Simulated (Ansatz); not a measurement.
## Mg-25 NMR of the central transition in MgF₂

Cell: a computed structure from the Materials Project (it need not be an observed phase).

Space group P4_2/mnm (No. 136); a = 4.6152, c = 3.0478 Å.

| site | Wyckoff | site symmetry | x | y | z |
| --- | --- | --- | --- | --- | --- |
| Mg | 2a | m.mm | 0.5000 | 0.5000 | 0.5000 |
| F | 4f | m.2m | 0.6971 | 0.6971 | 0.0000 |

One atom of each set is listed.

Level of theory: DFT, r2SCAN, plane waves and PAW, scalar-relativistic, 500 eV cutoff, Γ-centred 7×7×11 k-points, Fermi–Dirac smearing 0.01 eV (Ansatz 0.2.0).

Mg-25 has I = 5/2 and Q = 199.4 mb (Pyykkö 2018); at 28.2 T its Larmor frequency is ν₀ = 73.6 MHz. Only the quadrupole interaction is simulated: positions count from each site's isotropic chemical shift, and J coupling is left out, as are shift anisotropy and dipolar coupling, which fast spinning averages.

Problem. Give C_Q, η, the quadrupolar product P_Q = |C_Q|(1 + η²/3)^½, the second-order isotropic shift and the breadth of the pattern (fast magic-angle spinning) for each Mg site.

Solution. 

```tsv
site	first shell	C_Q (MHz)	η	P_Q (MHz)	δ_QIS (ppm)	breadth (kHz)
Mg	6 F at 1.98–1.99 Å	3.51	0.16	3.52	-13.8	2.27
```

δ_QIS = −(ν_Q²/30ν₀²)[I(I+1) − 3/4](1 + η²/3) × 10⁶ ppm with ν_Q = 3|C_Q|/[2I(2I−1)]; it falls as 1/B₀² in ppm, and the breadth as 1/B₀ in kHz.
